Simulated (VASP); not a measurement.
# TePb (Fm-3m) in VASP: notebook

TePb is run at these levels: HSE06, PBE0; tasks: single point.

Program: VASP 6.6.1. These are calculated values, not measurements. Logs are shortened: lines on timing, memory, paths and dates and some standing lists are left out, and cuts for length are marked.

**Experimental background.**

A printed reference work, monograph reports, for a bulk crystal of TePb at 4.2 K: band gap 0.19 eV (direct).

How close the calculation comes is told below.

## 1. The cell of the first run

The structure is cubic, space group Fm-3m (No. 225). The conventional cell has a = 6.536 Å, b = 6.536 Å, c = 6.536 Å, α = 90.00°, β = 90.00°, γ = 90.00°. Te (site symmetry m-3m) has 6 Pb at 3.27 Å within 4.3 Å. Within 4.3 Å of Pb (site symmetry m-3m) lie 6 Te at 3.27 Å.

## 2. Single point, HSE06

Contents of POSCAR:

```
TePb
1.0
    0.0000000000      3.2678555474      3.2678555474
    3.2678555474      0.0000000000      3.2678555474
    3.2678555474      3.2678555474      0.0000000000
Te Pb
1 1
Direct
    0.5000000000      0.5000000000      0.5000000000
    0.0000000000      0.0000000000      0.0000000000
```

Contents of INCAR.step1:

```
SYSTEM = TePb
PREC = Accurate ; ENCUT = 520
EDIFF = 1E-5 ; ISMEAR = 0
SIGMA = 0.01 ; LREAL = .False.
LASPH = .True. ; NELM = 80
ALGO = Normal ; ISIF = 2
LWAVE = .True. ; LCHARG = .False.
GGA = PE ; NBANDS = 17
```

Contents of INCAR.step2:

```
SYSTEM = TePb
PREC = Accurate ; ENCUT = 520
EDIFF = 1E-7 ; ISMEAR = 0
SIGMA = 0.01 ; LREAL = .False.
LASPH = .True. ; NELM = 80
ALGO = Normal ; ISIF = 2
LWAVE = .False. ; LCHARG = .False.
GGA = PE ; LHFCALC = .True.
HFSCREEN = 0.2079 ; PRECFOCK = Normal
ISTART = 1 ; NBANDS = 17
```

Contents of KPOINTS:

```
Automatic mesh
0
Gamma
  4 4 4
  0 0 0
```

Potentials or basis: VASP PAW PBE potentials, release 64 (Te, Pb_d).

Run with:

```sh
> cat potpaw_PBE.64/Te/POTCAR potpaw_PBE.64/Pb_d/POTCAR > POTCAR
> cp INCAR.step1 INCAR
> mpirun -np 1 vasp_std > vasp.out
> cp INCAR.step2 INCAR
> mpirun -np 1 vasp_std > vasp.out
```

OUTCAR:

```text
SYSTEM = TePb
   PREC = Accurate
   ENCUT = 520
   EDIFF = 1E-7
   ISMEAR = 0
   LREAL = .False.
   LASPH = .True.
   NELM = 80
   ISIF = 2
   GGA = PE
   LHFCALC = .True.
   HFSCREEN = 0.2079
   PRECFOCK = Normal
   ISTART = 1

 ion  position               nearest neighbor table
   1  0.500  0.500  0.500-   2 3.27   2 3.27   2 3.27   2 3.27   2 3.27   2 3.27
   2  0.000  0.000  0.000-   1 3.27   1 3.27   1 3.27   1 3.27   1 3.27   1 3.27

  LATTYP: Found a face centered cubic cell.
 ALAT       =     6.5357110948

  Lattice vectors:

 A1 = (   0.0000000000,   3.2678555474,   3.2678555474)
 A2 = (   3.2678555474,   0.0000000000,   3.2678555474)
 A3 = (   3.2678555474,   3.2678555474,   0.0000000000)

Analysis of symmetry for initial positions (statically):
=====================================================================
 Subroutine PRICEL returns:
 Original cell was already a primitive cell.

 Routine SETGRP: Setting up the symmetry group for a
 face centered cubic supercell.

 Subroutine GETGRP returns: Found 48 space group operations
 (whereof 48 operations were pure point group operations)
 out of a pool of 48 trial point group operations.

The static configuration has the point symmetry O_h .

Analysis of symmetry for dynamics (positions and initial velocities):
=====================================================================
 Subroutine PRICEL returns:
 Original cell was already a primitive cell.

 Routine SETGRP: Setting up the symmetry group for a
 face centered cubic supercell.

 Subroutine GETGRP returns: Found 48 space group operations
 (whereof 48 operations were pure point group operations)
 out of a pool of 48 trial point group operations.

The dynamic configuration has the point symmetry O_h .

 Subroutine INISYM returns: Found 48 space group operations
 (whereof 48 operations are pure point group operations),
 and found     1 'primitive' translations

----------------------------------------------------------------------------------------

                                     Primitive cell

  volume of cell :      69.7941

  direct lattice vectors                    reciprocal lattice vectors
     0.000000000  3.267855547  3.267855547    -0.153005539  0.153005539  0.153005539
     3.267855547  0.000000000  3.267855547     0.153005539 -0.153005539  0.153005539
     3.267855547  3.267855547  0.000000000     0.153005539  0.153005539 -0.153005539

  length of vectors
     4.621445635  4.621445635  4.621445635     0.265013368  0.265013368  0.265013368

  position of ions in fractional coordinates (direct lattice)
     0.500000000  0.500000000  0.500000000
     0.000000000  0.000000000  0.000000000

  ion indices of the primitive-cell ions
   primitive index   ion index
                 1           1
                 2           2

----------------------------------------------------------------------------------------

 KPOINTS: Automatic mesh

Automatic generation of k-mesh.
 Grid dimensions read from file:
 generate k-points for:    4    4    4

 Generating k-lattice:

  Cartesian coordinates                     Fractional coordinates (reciprocal lattice)
    -0.038251385  0.038251385  0.038251385     0.250000000  0.000000000  0.000000000
     0.038251385 -0.038251385  0.038251385     0.000000000  0.250000000  0.000000000
     0.038251385  0.038251385 -0.038251385     0.000000000  0.000000000  0.250000000

  Length of vectors
     0.066253342  0.066253342  0.066253342

  Shift w.r.t. Gamma in fractional coordinates (k-lattice)
     0.000000000  0.000000000  0.000000000

 Subroutine IBZKPT returns following result:
 ===========================================

 Found      8 irreducible k-points:

 Following reciprocal coordinates:
            Coordinates               Weight
  0.000000  0.000000  0.000000      1.000000
  0.250000  0.000000  0.000000      8.000000
  0.500000  0.000000  0.000000      4.000000
  0.250000  0.250000  0.000000      6.000000
  0.500000  0.250000  0.000000     24.000000
 -0.250000  0.250000  0.000000     12.000000
  0.500000  0.500000  0.000000      3.000000
 -0.250000  0.500000  0.250000      6.000000
   k-points           NKPTS =      8   k-points in BZ     NKDIM =     64   number of bands    NBANDS=     17
   number of dos      NEDOS =    301   number of ions     NIONS =      2
   total plane-waves  NPLWV =  46656
   dimension x,y,z NGX =    36 NGY =   36 NGZ =   36
   dimension x,y,z NGXF=    72 NGYF=   72 NGZF=   72
   ions per type =               1   1
   NGX,Y,Z   is equivalent  to a cutoff of  12.95, 12.95, 12.95 a.u.
   NGXF,Y,Z  is equivalent  to a cutoff of  25.90, 25.90, 25.90 a.u.
 SYSTEM =  TePb
   PREC   = accura    normal or accurate (medium, high low for compatibility)
   ISTART =      1    job   : 0-new  1-cont  2-samecut
   ICHARG =      0    charge: 1-file 2-atom 10-const
   ISPIN  =      1    spin polarized calculation?
   LNONCOLLINEAR =      F non collinear calculations
   LSORBIT =      F    spin-orbit coupling
   LASPH  =      T    aspherical Exc in radial PAW
   ENCUT  =  520.0 eV  38.22 Ry    6.18 a.u.   8.59  8.59  8.59*2*pi/ulx,y,z
   NELM   =     80;   NELMIN=  2; NELMDL=  0     # of ELM steps
   EDIFF  = 0.1E-06   stopping-criterion for ELM
   LREAL  =      F    real-space projection
   EDIFFG = 0.1E-05   stopping-criterion for IOM
   NSW    =      0    number of steps for IOM
   IBRION =     -1    ionic relax: 0-MD 1-quasi-New 2-CG
   NFREE  =      0    steps in history (QN), initial steepest desc. (CG)
   ISIF   =      2    stress and relaxation
   ISYM   =      3    0-nonsym 1-usesym 2-fastsym
   POTIM  = 0.5000    time-step for ionic-motion
   TEBEG  =    0.0;   TEEND  =   0.0 temperature during run
   PSTRESS=    0.0 pullay stress
   NELECT =      20.0000    total number of electrons
   NUPDOWN=      -1.0000    fix difference up-down
   EMIN   =  10.00;   EMAX   =-10.00  energy-range for DOS
   EFERMI =   0.00;   METHOD = LEGACY
   ISMEAR =     0;   SIGMA  =   0.01  broadening in eV -4-tet -1-fermi 0-gaus
   EFERMI_NEDOS =   21; number of points for ismear=-14 and -15
   IALGO  =     38    algorithm
   IMIX   =      1    mixing-type and parameters
     AMIX     =   0.40;   BMIX     =  1.00
     AMIX_MAG =   1.60;   BMIX_MAG =  1.00
  volume/ion in A,a.u.               =      34.90       235.50
  Fermi-wavevector in a.u.,A,eV,Ry     =   1.079308  2.039596 15.849499  1.164905
  Thomas-Fermi vector in A             =   2.215269
   LORBIT       =      0    0 simple, 1 ext, 2 COOP (PROOUT), +10 PAW based schemes
   GGA     = PE    functional components
   LHFCALC =     T    Hartree Fock is set to
   PRECFOCK=normal    Normal, Fast or Accurate (Low or Medium for compatibility)
   ENCUT4O =  -1.0   cutoff for four orbital integrals eV
   NKREDX  =     1    reduce k-point grid by
   NKREDY  =     1    reduce k-point grid by
   NKREDZ  =     1    reduce k-point grid by
   AEXX    =    0.2500 exact exchange contribution
   HFSCREEN=    0.2079 screening length (either q_TF or 0.3 A-1)
   HFSCREENC=   0.2079 screening length for correlation (either q_TF or 0.3 A-1)
   ENCUTFOCK=  -1.0 apply spherical cutoff to Coloumb kernel
   IVDW    =     0    specifies the selected vdW correction
   LEPSILON=     F    determine dielectric tensor
   LRPA    =     F    only Hartree local field effects (RPA)
 non-spin polarized calculation
 Gauss-broadening in eV      SIGMA  =   0.01
  energy-cutoff  :      520.00
  volume of cell :       69.79
 maximum number of plane-waves:      1893
 NGX is ok and might be reduce to    36
  NGX = 28; NGY = 28; NGZ = 28

 number of electron      20.0000002 magnetization

 Free energy of the ion-electron system (eV)
  ---------------------------------------------------
  ext. energy  EPLUGINS =         0.00000000
  ---------------------------------------------------
  free energy    TOTEN  =        -8.96803619 eV

  energy without entropy =       -8.96803619  energy(sigma->0) =       -8.96803619

 E-fermi :   4.9559     XC(G=0):  -7.6419

 val. band max:        4.9004435998   @ k =   0.5000   0.0000   0.0000
 cond. band min:       6.0662823891   @ k =   0.5000   0.0000   0.0000
 fundamental gap:      1.1658387893
 Fermi energy:         4.9558904743

 k-point     1 :       0.0000    0.0000    0.0000
  band No.  band energies     occupation
      1     -13.5956      2.00000
      2     -13.5956      2.00000
      3     -13.5811      2.00000
      4     -13.5811      2.00000
      5     -13.5811      2.00000
      6      -8.0627      2.00000
[... 9 lines left out ...]
     16      11.3598      0.00000
     17      12.9724      0.00000

 k-point     2 :       0.2500    0.0000    0.0000
  band No.  band energies     occupation
      1     -13.6027      2.00000
      2     -13.6027      2.00000
      3     -13.5800      2.00000
      4     -13.5742      2.00000
      5     -13.5742      2.00000
      6      -7.5147      2.00000
[... 9 lines left out ...]
     16      12.5038      0.00000
     17      15.8636      0.00000

 k-point     3 :       0.5000    0.0000    0.0000
  band No.  band energies     occupation
      1     -13.6106      2.00000
      2     -13.6106      2.00000
      3     -13.5792      2.00000
      4     -13.5666      2.00000
      5     -13.5666      2.00000
      6      -6.5679      2.00000
[... 9 lines left out ...]
     16      14.9748      0.00000
     17      14.9748      0.00000

 k-point     4 :       0.2500    0.2500    0.0000
  band No.  band energies     occupation
      1     -13.6200      2.00000
      2     -13.5908      2.00000
      3     -13.5853      2.00000
      4     -13.5703      2.00000
      5     -13.5703      2.00000
      6      -7.3443      2.00000
[... 9 lines left out ...]
     16      14.0987      0.00000
     17      14.0988      0.00000

 k-point     5 :       0.5000    0.2500    0.0000
  band No.  band energies     occupation
      1     -13.6301      2.00000
      2     -13.5977      2.00000
      3     -13.5813      2.00000
      4     -13.5668      2.00000
      5     -13.5633      2.00000
      6      -6.4658      2.00000
[... 9 lines left out ...]
     16      15.4074      0.00000
     17      16.1838      0.00000

 k-point     6 :      -0.2500    0.2500    0.0000
  band No.  band energies     occupation
      1     -13.6134      2.00000
      2     -13.6074      2.00000
      3     -13.5755      2.00000
      4     -13.5708      2.00000
      5     -13.5694      2.00000
      6      -6.7520      2.00000
[... 9 lines left out ...]
     16      14.2246      0.00000
     17      15.0192      0.00000

 k-point     7 :       0.5000    0.5000    0.0000
  band No.  band energies     occupation
      1     -13.6515      2.00000
      2     -13.5896      2.00000
      3     -13.5861      2.00000
      4     -13.5587      2.00000
      5     -13.5587      2.00000
      6      -6.3114      2.00000
[... 9 lines left out ...]
     16      16.3831      0.00000
     17      16.7610      0.00000

 k-point     8 :      -0.2500    0.5000    0.2500
  band No.  band energies     occupation
      1     -13.6352      2.00000
      2     -13.5988      2.00000
      3     -13.5747      2.00000
      4     -13.5747      2.00000
      5     -13.5587      2.00000
      6      -6.1546      2.00000
[... 9 lines left out ...]
     16      16.6761      0.00000
     17      16.7038      0.00000

------------------------ aborting loop because EDIFF is reached ----------------------------------------

  FORCE on cell =-STRESS in cart. coord.  units (eV):
  Direction    XX          YY          ZZ          XY          YZ          ZX
  --------------------------------------------------------------------------------------
  -------------------------------------------------------------------------------------
  Total       -0.2185910     -0.2185910     -0.2185910      0.0000000     -0.0000000      0.0000000
  in kB       -5.0179278     -5.0179278     -5.0179278      0.0000000     -0.0000000      0.0000000
  external PRESSURE =      -5.0179278 kB  Pullay stress =       0.0000000 kB

 VOLUME and BASIS-vectors are now :
 -----------------------------------------------------------------------------
  energy-cutoff  :      520.00
  volume of cell :       69.79
      direct lattice vectors                 reciprocal lattice vectors
     0.000000000  3.267855547  3.267855547    -0.153005539  0.153005539  0.153005539
     3.267855547  0.000000000  3.267855547     0.153005539 -0.153005539  0.153005539
     3.267855547  3.267855547  0.000000000     0.153005539  0.153005539 -0.153005539

 POSITION                                       TOTAL-FORCE (eV/Angst)
 -----------------------------------------------------------------------------------
      3.26786      3.26786      3.26786         0.000000      0.000000      0.000000
      0.00000      0.00000      0.00000         0.000000      0.000000     -0.000000
 -----------------------------------------------------------------------------------
    total drift:                                0.000000      0.000001      0.000001

  FREE ENERGIE OF THE ION-ELECTRON SYSTEM (eV)
  ---------------------------------------------------
  free  energy   TOTEN  =        -8.9680361871 eV

  energy  without entropy=       -8.9680361871  energy(sigma->0) =       -8.96803619
```

Wall time 24 min (1 thread of Intel Xeon Platinum 8375C at 2.90GHz (Ice Lake), shared host); peak memory 0.32 GiB.

What came out:

```yaml
Free_energy: -8.9680 eV
Pressure: -0.5 GPa
Band_gap_on_the_k_mesh: 1.17 eV
```

Caveat: the PAW data sets were made with another functional, which shifts forces and pressure a little; spin-orbit coupling is left out, which moves the levels of the heavy elements.

## 3. Single point, PBE0

POSCAR is that of step 2.

Contents of INCAR.step1:

```
PREC     = Accurate       # precision mode
ENCUT    = 520            # plane-wave cutoff, eV
EDIFF    = 1E-5           # SCF threshold, eV
ISMEAR   = 0              # smearing method
SIGMA    = 0.01           # smearing width, eV
LREAL    = False          # projectors in reciprocal space
LASPH    = True           # aspherical terms in the spheres
NELM     = 60             # most SCF steps
ALGO     = Normal         # electronic algorithm
ISIF     = 2              # what is computed and relaxed
LWAVE    = True           # write WAVECAR
LCHARG   = False          # write CHGCAR
GGA      = PE             # functional
NBANDS   = 17             # bands
```

Contents of INCAR.step2:

```
PREC     = Accurate       # precision mode
ENCUT    = 520            # plane-wave cutoff, eV
EDIFF    = 1E-6           # SCF threshold, eV
ISMEAR   = 0              # smearing method
SIGMA    = 0.01           # smearing width, eV
LREAL    = False          # projectors in reciprocal space
LASPH    = True           # aspherical terms in the spheres
NELM     = 60             # most SCF steps
ALGO     = Normal         # electronic algorithm
ISIF     = 2              # what is computed and relaxed
LWAVE    = False          # write WAVECAR
LCHARG   = False          # write CHGCAR
GGA      = PE             # functional
LHFCALC  = True           # exact exchange
AEXX     = 0.25           # exact-exchange fraction
PRECFOCK = Normal       
ISTART   = 1            
NBANDS   = 17             # bands
```

Contents of KPOINTS:

```
regular mesh
0
Gamma
  4 4 4
```

Potentials or basis: VASP PAW PBE potentials, release 64 (Te, Pb_d).

Run with:

```sh
> cat potpaw_PBE.64/Te/POTCAR potpaw_PBE.64/Pb_d/POTCAR > POTCAR
> cp INCAR.step1 INCAR
> mpirun -np 1 vasp_std > vasp.out
> cp INCAR.step2 INCAR
> mpirun -np 1 vasp_std > vasp.out
```

It took 19 min on 1 thread of Intel Xeon Platinum 8375C at 2.90GHz (Ice Lake), shared host; peak memory 0.22 GiB.

It converged, with:

| Quantity | Value |
| --- | --- |
| Free energy | -10.0003 eV |
| Pressure | -0.6 GPa |
| Band gap on the k mesh | 1.81 eV |

Levels at points of the mesh, in eV from the valence-band top:
```
           k point  band 6  band 7  band 8  band 9  band 10  band 11  band 12  band 13  band 14  band 15
(0.00, 0.00, 0.00)  -13.05   -6.06   -1.47   -1.47    -1.47     5.44     5.44     5.44     7.15     7.15
(0.50, 0.00, 0.00)  -11.55   -9.29   -1.00   -1.00     0.00     1.81     2.40     2.40     9.81    10.67
(0.50, 0.50, 0.00)  -11.29   -7.87   -4.88   -3.03    -3.03     4.52     6.88     6.88     8.14    11.59
```

Caveat: the PAW data sets were made with another functional, which shifts forces and pressure a little; spin-orbit coupling is left out, which moves the levels of the heavy elements.

## 4. How close it comes

Step 2. Against the measured gap of TePb, 0.19 eV (direct; 4.2 K; a printed reference work, monograph), the calculated 1.17 eV is off by +0.98 eV. Spin-orbit coupling on Pb, Te is left out. The value is that of HSE06 on a finite k mesh, which can miss the band edges, without temperature or zero-point motion.

Step 3. Against the measured gap of TePb, 0.19 eV (direct; 4.2 K; a printed reference work, monograph), the calculated 1.81 eV is off by +1.62 eV. So large a miss can be the level of theory's own, or it may mean another phase, state or a wrong row. Spin-orbit coupling on Pb, Te is left out. The value is that of PBE0 on a finite k mesh, which can miss the band edges, without temperature or zero-point motion.
